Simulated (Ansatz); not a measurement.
CdF2:

```xyz
3
Lattice="0.0000 2.6940 2.6940 2.6940 0.0000 2.6940 2.6940 2.6940 0.0000" Properties=species:S:1:pos:R:3 pbc="T T T"
Cd    0.0000    0.0000    0.0000
F     4.0410    4.0410    4.0410
F     1.3470    1.3470    1.3470
```

Base run:

| Quantity | Value |
| --- | --- |
| Program | Ansatz 0.2.0 |
| Functional | r2SCAN0 form with a typed share of exact exchange |
| Potentials or basis | Ansatz PAW |
| Cutoff | 500 eV (not typed: the program's choice for these potentials) |
| k mesh | 5 × 5 × 5 |
| Occupations | fermi-dirac, width 0.05 eV |
| Spin | no spin polarisation |

Its results: band gap on the k mesh 7.60 eV, indirect (least direct gap 8.13 eV); pressure -2.5 GPa.

The run is repeated on the same cell with these changes: share of exact exchange from 0.35 to 0.5. What comes out?

Band gap on the k mesh 9.26 eV, indirect (least direct gap 9.83 eV); pressure -3.4 GPa.

Caveats: odd divisions of the mesh miss points on the zone boundary, where band edges often lie, so the gap on the mesh can be too wide; the PAW data sets come from PBE, with cores solved anew for the run's functional, which leaves a small shift of forces and pressure; the thresholds are loose for stress.

A k mesh can miss the band edges.
